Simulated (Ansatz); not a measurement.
# Si2Mo: pressure against volume, part 2 of 2

How stiff is Si2Mo, and at what volume does the pressure vanish? The cell is scaled evenly, atoms carried along, and solved with LAPW, PAW and all-electron datasets made for the crystal.

Ansatz 0.2.0; DFT PBEsol; a database cell (COD). «Crystal datasets» are all-electron PAW datasets made for this crystal. Earlier steps stand in the parts before.

**9. Volume × 1.01, PAW**

input.yaml reads:

```yaml
crystal:
  lattice:
    - [-1.6053156537, 1.6053156537, 3.9435582355]
    - [1.6053156537, -1.6053156537, 3.9435582355]
    - [1.6053156537, 1.6053156537, -3.9435582355]
  atoms:
    - { symbol: Si, position: [0.333, 0.333, 0.0] }
    - { symbol: Si, position: [0.667, 0.667, 0.0] }
    - { symbol: Mo, position: [0.0, 0.0, 0.0] }
kpoints:
  mp_grid: { grid: [12, 12, 16] }
scf:
  occupations: { method: fermi_dirac, width: 0.03 }
hamiltonian:
  xc: pbesol
  pseudopotentials: { kind: paw }
output:
  forces: true
  stress: true
  eigenvalues: true
  efg: { contact_densities: true }
```

Launch:

```
$ ansatz run input.yaml --threads 1 --pin off --max-ram 6144MiB --backend cpu --events-out ev --progress --plain --runs-dir out
```

Standard output, cut to the lines that bear on the results:

```text
Warning: crystal.symmetry: narrowed to the stabiliser of the k-point mesh — unitary ops 16 → 4; excluded 12 operations that carry a point of the 12×12×16 mesh (shift [0, 0, 0]) off the mesh (the run samples exactly the mesh kpoints.mp_grid names, as under crystal.symmetry.detect: false, [...]
Mo: output.efg is read without spin–orbit coupling, which moves field gradients at and beside such atoms by some per cent and up to a factor of two; PAW files take it under magnetization.noncollinear and magnetization.spin_orbit
[...]
Pseudopotentials: kind: paw
Pseudopotential: Si, paw, valence charge 4, recommended cutoff 420 eV (normal)
Pseudopotential: Mo, paw, valence charge 14, recommended cutoff 420 eV (normal)
Functional definition: PBEsol
[...]
Crystal: 3 atoms, lattice volume = 40.651 Å³
Basis set: ecut = 420 eV, 793 PW (Γ), FFT grids on a1+a3, a2+a3, a3, exchange–correlation on 48×48×64 points (8 copies of the dense FFT grid, shifted against one another)
[...]
  atom   2  Si    -0.00066431    -0.00066431    -0.34603515
  atom   3  Mo    -0.00000000    -0.00000000     0.00000000
[...]
--- Stress (GPa, compression-positive) ---
       -4.269926       0.013209      -0.005568
        0.013209      -4.269926      -0.005568
       -0.005568      -0.005568      -5.844895
  P = ⅓ Tr σ = -4.7949 GPa (-47.949 kbar)
--- PAW observables at the nuclei: V_zz in 10²¹ V/m², potentials from the cell's mean, atoms counted from 1 ---
  atom   1  Si V_zz =    -1.140247   η = 0.0055   by run symmetry: allowed
            electrostatic potential = -1367.849254 V   contact ρ = 12761.427685 e/Å³
  atom   2  Si V_zz =    -1.140247   η = 0.0055   by run symmetry: allowed
            electrostatic potential = -1367.849254 V   contact ρ = 12761.427685 e/Å³
  atom   3  Mo V_zz =    -5.766137   η = 0.0106   by run symmetry: allowed
            electrostatic potential = -6357.615972 V   contact ρ = 594298.079986 e/Å³
--- Band table (eV; the first three rows and the last of 632) ---
  k-point 0: bands = ["-44.9504", "-19.1363", "-19.0371", "-19.0362", "2.3293", "9.4186", "12.2350", "12.6977", "13.0763", "13.0767", "16.1179", "18.7224", "18.8253", "19.3131", "19.3136"]
[...]
```

Run time: 15 s. Hardware: 1 thread of Arm Neoverse V2, shared host; peak memory 0.61 GiB.

Result: pressure -4.79 GPa; no gap; largest force 0.346 eV/Å; Vzz Si1 -1.1, Mo3 -5.8 (10²¹ V/m²).

**10. Volume × 1.01, crystal datasets**

Edit input.yaml of step 9 so:

```diff
@@ -15,3 +15,3 @@
   xc: pbesol
-  pseudopotentials: { kind: paw }
+  pseudopotentials: { kind: all_electron, datasets: crystal }
 output:
```

Launch:

```
$ ansatz run input.yaml --threads 1 --pin off --max-ram 6144MiB --backend cpu --events-out ev --progress --plain --runs-dir out
```

Standard output, cut to the lines that bear on the results:

```text
Warning: crystal.symmetry: narrowed to the stabiliser of the k-point mesh — unitary ops 16 → 4; excluded 12 operations that carry a point of the 12×12×16 mesh (shift [0, 0, 0]) off the mesh (the run samples exactly the mesh kpoints.mp_grid names, as under crystal.symmetry.detect: false, [...]
Mo: output.efg is read without spin–orbit coupling, which moves field gradients at and beside such atoms by some per cent and up to a factor of two; PAW files take it under magnetization.noncollinear and magnetization.spin_orbit
[...]
[... 1 set-up line as earlier in the session ...]
Pseudopotential: Si, paw, valence charge 4, recommended cutoff 300 eV (normal), Koelling and Harmon's equation, gaussian nucleus
[... 2 set-up lines as earlier in the session ...]
[...]
Crystal: 3 atoms, lattice volume = 40.651 Å³
[...]
  atom   2  Si    -0.00065785    -0.00065785    -0.34535795
  atom   3  Mo     0.00000000     0.00000000     0.00000000
[...]
--- Stress (GPa, compression-positive) ---
       -4.230029       0.013305      -0.005521
        0.013305      -4.230029      -0.005521
       -0.005521      -0.005521      -5.802558
  P = ⅓ Tr σ = -4.7542 GPa (-47.542 kbar)
  It holds what live shells' own plane waves past their cutoff add
--- PAW observables at the nuclei: V_zz in 10²¹ V/m², potentials from the cell's mean, atoms counted from 1 ---
  atom   1  Si V_zz =    -1.114593   η = 0.0055   by run symmetry: allowed
            electrostatic potential = -1366.435059 V   contact ρ = 12770.320536 e/Å³
  atom   2  Si V_zz =    -1.114593   η = 0.0055   by run symmetry: allowed
            electrostatic potential = -1366.435059 V   contact ρ = 12770.320536 e/Å³
  atom   3  Mo V_zz =    -5.846946   η = 0.0106   by run symmetry: allowed
            electrostatic potential = -6355.822802 V   contact ρ = 594346.561303 e/Å³
--- Band table (eV; the first three rows and the last of 632) ---
  k-point 0: bands = ["4.4476", "11.5356", "14.3517", "14.8169", "15.1947", "15.1952", "18.2378", "20.8393", "20.9464"]
[...]
```

It took 61 s on 1 thread of Arm Neoverse V2, shared host; peak memory 1.2 GiB.

In short: pressure -4.75 GPa; no gap; largest force 0.345 eV/Å; Vzz Si1 -1.1, Mo3 -5.8 (10²¹ V/m²).

**11. Volume × 1.04, LAPW**

input.yaml reads:

```yaml
crystal:
  lattice:
    - [-1.6210550461, 1.6210550461, 3.9822230367]
    - [1.6210550461, -1.6210550461, 3.9822230367]
    - [1.6210550461, 1.6210550461, -3.9822230367]
  atoms:
    - { symbol: Si, position: [0.333, 0.333, 0.0] }
    - { symbol: Si, position: [0.667, 0.667, 0.0] }
    - { symbol: Mo, position: [0.0, 0.0, 0.0] }
kpoints:
  mp_grid: { grid: [12, 12, 16] }
  band_path:
    path:
      - [0.0, 0.0, 0.0]
      - [0.0, 0.0, 0.5]
      - [0.25, 0.25, 0.25]
      - [0.0, 0.5, 0.0]
      - [0.0, 0.0, 0.0]
      - [0.5, 0.5, -0.5]
      - [0.2914270847, 0.7085729153, -0.2914270847]
      - [-0.2914270847, 0.2914270847, 0.2914270847]
      - [0.0, 0.0, 0.0]
    npoints: 5
scf:
  occupations: { method: fermi_dirac, width: 0.03 }
hamiltonian:
  xc: pbesol
  pseudopotentials: { kind: all_electron, lapw: { basis_error: 0.001 } }
output:
  forces: true
  stress: true
  eigenvalues: true
```

Launch:

```
$ ansatz run input.yaml --threads 1 --pin off --max-ram 6144MiB --backend cpu --events-out ev --progress --plain --runs-dir out
```

Standard output, cut to the lines that bear on the results:

```text
Warning: crystal.symmetry: narrowed to the stabiliser of the k-point mesh — unitary ops 16 → 4; excluded 12 operations that carry a point of the 12×12×16 mesh (shift [0, 0, 0]) off the mesh (the run samples exactly the mesh kpoints.mp_grid names, as under crystal.symmetry.detect: false, [...]
LAPW: plane waves up to 7.533 Å⁻¹, error target 1.0e-3 eV per atom; small_component_spin mean_spin; Si in spheres of 1.182 Å, 12 of its electrons in bands, Dirac shells []; Mo in spheres of 1.469 Å, 24 of its electrons in bands, Dirac shells []
[...]
[... 4 set-up lines as earlier in the session ...]
[...]
Crystal: 3 atoms, lattice volume = 41.858 Å³
Basis set: ecut = 216.21650543685794 eV, 309 PW (Γ), FFT grids on a1+a3, a2+a3, a3, exchange–correlation at level 2
[...]
k-points: 632 of 2304
[...]
SCF iter   1: F=—  HF=-125877.895450 eV  |F-HF|=—  |Δ(HF+E_count)|=         —  Δρ=4.15e-2  dr2=8.71e-1  ethr=1.81e-3  ⟨swp⟩=2.0  Hψ=121651  notcnv=0
[...]
the basis was enlarged: its passes take 365.9 KiB over the memory plan, 1 of 1 planned eigensolver slots
[...]
SCF iter  10: F=-125876.970558 eV  HF=-125876.970558 eV  |F-HF|=2.78e-8  |Δ(HF+E_count)|=   6.43e-8  Δρ=4.09e-6  dr2=1.58e-8  ethr=5.60e-10  ⟨swp⟩=2.0  Hψ=52215  notcnv=0
[...]
NSCF: frozen V_eff on 41 k-points
SCF converged after 10 iterations
Free energy (F): -125876.970558 eV
[...]
E sigma→0 (E₀):  -125876.970173 eV
Entropy (-TS):   -0.000770 eV (-0.257 meV/atom)
Fermi energy:    17.253069 eV
[...]
--- Forces (eV/Å), atoms counted from 1 ---
  atom   1  Si     0.00060168     0.00060168     0.38704867
  atom   2  Si    -0.00060168    -0.00060168    -0.38704867
  atom   3  Mo     0.00000000     0.00000000     0.00000000
[...]
--- Stress (GPa, compression-positive) ---
       -9.508176       0.007201      -0.004744
        0.007201      -9.508176      -0.004744
       -0.004744      -0.004744     -11.777331
  P = ⅓ Tr σ = -10.2646 GPa (-102.646 kbar)
--- Band table (eV; the first three rows and the last of 632) ---
[...]
```

Wall time 2.4 min (1 thread of Arm Neoverse V2, shared host); peak memory 1.8 GiB.

This run gives: pressure -10.26 GPa; no gap; largest force 0.387 eV/Å.

**12. Volume × 1.04, PAW**

input.yaml reads:

```yaml
crystal:
  lattice:
    - [-1.6210550461, 1.6210550461, 3.9822230367]
    - [1.6210550461, -1.6210550461, 3.9822230367]
    - [1.6210550461, 1.6210550461, -3.9822230367]
  atoms:
    - { symbol: Si, position: [0.333, 0.333, 0.0] }
    - { symbol: Si, position: [0.667, 0.667, 0.0] }
    - { symbol: Mo, position: [0.0, 0.0, 0.0] }
kpoints:
  mp_grid: { grid: [12, 12, 16] }
scf:
  occupations: { method: fermi_dirac, width: 0.03 }
hamiltonian:
  xc: pbesol
  pseudopotentials: { kind: paw }
output:
  forces: true
  stress: true
  eigenvalues: true
  efg: { contact_densities: true }
  write_density: true
  write_potential: true
  elf: true
  volumetric_format: npy
```

Launch:

```
$ ansatz run input.yaml --threads 1 --pin off --max-ram 6144MiB --backend cpu --events-out ev --progress --plain --runs-dir out
```

Standard output, cut to the lines that bear on the results:

```text
Warning: crystal.symmetry: narrowed to the stabiliser of the k-point mesh — unitary ops 16 → 4; excluded 12 operations that carry a point of the 12×12×16 mesh (shift [0, 0, 0]) off the mesh (the run samples exactly the mesh kpoints.mp_grid names, as under crystal.symmetry.detect: false, [...]
Mo: output.efg is read without spin–orbit coupling, which moves field gradients at and beside such atoms by some per cent and up to a factor of two; PAW files take it under magnetization.noncollinear and magnetization.spin_orbit
[...]
[... 4 set-up lines as earlier in the session ...]
[...]
Crystal: 3 atoms, lattice volume = 41.858 Å³
Basis set: ecut = 420 eV, 849 PW (Γ), exchange–correlation on 64×64×64 points (8 copies of the dense FFT grid, shifted against one another)
[...]
  atom   2  Si    -0.00060550    -0.00060550    -0.38751267
  atom   3  Mo     0.00000000     0.00000000     0.00000000
[...]
--- Stress (GPa, compression-positive) ---
       -9.550625       0.007124      -0.004795
        0.007124      -9.550625      -0.004795
       -0.004795      -0.004795     -11.823827
  P = ⅓ Tr σ = -10.3084 GPa (-103.084 kbar)
--- PAW observables at the nuclei: V_zz in 10²¹ V/m², potentials from the cell's mean, atoms counted from 1 ---
  atom   1  Si V_zz =    -1.067217   η = 0.0082   by run symmetry: allowed
            electrostatic potential = -1367.156239 V   contact ρ = 12761.726253 e/Å³
  atom   2  Si V_zz =    -1.067217   η = 0.0082   by run symmetry: allowed
            electrostatic potential = -1367.156239 V   contact ρ = 12761.726253 e/Å³
  atom   3  Mo V_zz =    -5.402043   η = 0.0115   by run symmetry: allowed
            electrostatic potential = -6356.905777 V   contact ρ = 594297.035952 e/Å³
--- Band table (eV; the first three rows and the last of 632) ---
  k-point 0: bands = ["-45.5244", "-19.6904", "-19.6053", "-19.6044", "2.0198", "9.0637", "11.6598", "12.2947", "12.6208", "12.6213", "15.5676", "18.0086", "18.3895", "18.6935", "18.6940"]
[...]
```

It took 25 s on 1 thread of Arm Neoverse V2, shared host; peak memory 0.63 GiB.

Result: pressure -10.31 GPa; no gap; largest force 0.388 eV/Å; Vzz Si1 -1.1, Mo3 -5.4 (10²¹ V/m²).

**13. Volume × 1.04, crystal datasets**

Edit input.yaml of step 12 so:

```diff
@@ -15,3 +15,3 @@
   xc: pbesol
-  pseudopotentials: { kind: paw }
+  pseudopotentials: { kind: all_electron, datasets: crystal }
 output:
@@ -21,5 +21 @@
   efg: { contact_densities: true }
-  write_density: true
-  write_potential: true
-  elf: true
-  volumetric_format: npy
```

Launch:

```
$ ansatz run input.yaml --threads 1 --pin off --max-ram 6144MiB --backend cpu --events-out ev --progress --plain --runs-dir out
```

Standard output, cut to the lines that bear on the results:

```text
Warning: crystal.symmetry: narrowed to the stabiliser of the k-point mesh — unitary ops 16 → 4; excluded 12 operations that carry a point of the 12×12×16 mesh (shift [0, 0, 0]) off the mesh (the run samples exactly the mesh kpoints.mp_grid names, as under crystal.symmetry.detect: false, [...]
Mo: output.efg is read without spin–orbit coupling, which moves field gradients at and beside such atoms by some per cent and up to a factor of two; PAW files take it under magnetization.noncollinear and magnetization.spin_orbit
[...]
[... 4 set-up lines as earlier in the session ...]
[...]
Crystal: 3 atoms, lattice volume = 41.858 Å³
[...]
  atom   2  Si    -0.00060184    -0.00060184    -0.38695919
  atom   3  Mo     0.00000000    -0.00000000     0.00000000
[...]
--- Stress (GPa, compression-positive) ---
       -9.509041       0.007162      -0.004775
        0.007162      -9.509041      -0.004775
       -0.004775      -0.004775     -11.777370
  P = ⅓ Tr σ = -10.2652 GPa (-102.652 kbar)
  It holds what live shells' own plane waves past their cutoff add
--- PAW observables at the nuclei: V_zz in 10²¹ V/m², potentials from the cell's mean, atoms counted from 1 ---
  atom   1  Si V_zz =    -1.042041   η = 0.0084   by run symmetry: allowed
            electrostatic potential = -1365.777395 V   contact ρ = 12770.616748 e/Å³
  atom   2  Si V_zz =    -1.042041   η = 0.0084   by run symmetry: allowed
            electrostatic potential = -1365.777395 V   contact ρ = 12770.616748 e/Å³
  atom   3  Mo V_zz =    -5.485724   η = 0.0114   by run symmetry: allowed
            electrostatic potential = -6355.129403 V   contact ρ = 594345.523603 e/Å³
--- Band table (eV; the first three rows and the last of 632) ---
  k-point 0: bands = ["4.0776", "11.1202", "13.7163", "14.3530", "14.6788", "14.6793", "17.6267", "20.0657", "20.4497"]
[...]
```

It took 47 s on 1 thread of Arm Neoverse V2, shared host; peak memory 1.1 GiB.

In short: pressure -10.27 GPa; no gap; largest force 0.387 eV/Å; Vzz Si1 -1.0, Mo3 -5.5 (10²¹ V/m²).

**14. The equation of state**

| method | volume (Å³/atom) | F above the lowest (meV/atom) | pressure (GPa) | largest force (eV/Å) | Vzz Si1 (10²¹ V/m²) | Vzz Mo3 (10²¹ V/m²) |
| --- | --- | --- | --- | --- | --- | --- |
| LAPW | 12.611 | 22.8 | 12.23 | 0.232 | – | – |
| LAPW | 13.148 | 0.0 | 1.74 | 0.300 | – | – |
| LAPW | 13.550 | 4.0 | -4.75 | 0.345 | – | – |
| LAPW | 13.953 | 23.1 | -10.26 | 0.387 | – | – |
| PAW | 12.611 | 22.7 | 12.21 | 0.233 | -1.34 | -6.71 |
| PAW | 13.148 | 0.0 | 1.71 | 0.300 | -1.22 | -6.15 |
| PAW | 13.550 | 4.1 | -4.79 | 0.346 | -1.14 | -5.77 |
| PAW | 13.953 | 23.3 | -10.31 | 0.388 | -1.07 | -5.40 |
| crystal datasets | 12.611 | – | 12.23 | 0.232 | -1.31 | -6.78 |
| crystal datasets | 13.148 | – | 1.74 | 0.300 | -1.20 | -6.23 |
| crystal datasets | 13.550 | – | -4.75 | 0.345 | -1.11 | -5.85 |
| crystal datasets | 13.953 | – | -10.27 | 0.387 | -1.04 | -5.49 |

**15. Results**

What follows sums up all 2 parts.

| quantity | value |
| --- | --- |
| equilibrium volume (LAPW) | 13.249 Å³/atom |
| bulk modulus (LAPW) | 222 GPa |
| its pressure derivative (LAPW) | 4.4 |
| equilibrium volume (PAW) | 13.247 Å³/atom |
| bulk modulus (PAW) | 223 GPa |
| its pressure derivative (PAW) | 4.4 |
| equilibrium volume (crystal datasets) | 13.249 Å³/atom |
| bulk modulus (crystal datasets) | 222 GPa |
| its pressure derivative (crystal datasets) | 4.4 |

**Reading.** By LAPW, the pressure vanishes at 13.25 Å³/atom (-1.2 % from the starting cell) and the bulk modulus there is 222 GPa (Birch-Murnaghan, third order). Shape and positions are held, so a fully relaxed modulus can be lower. PAW's volume lies -0.02 % and its modulus +0.1 % from LAPW's. No thermal or zero-point expansion is included. The k mesh doesn't keep the crystal's whole symmetry, which leaves small spurious terms.
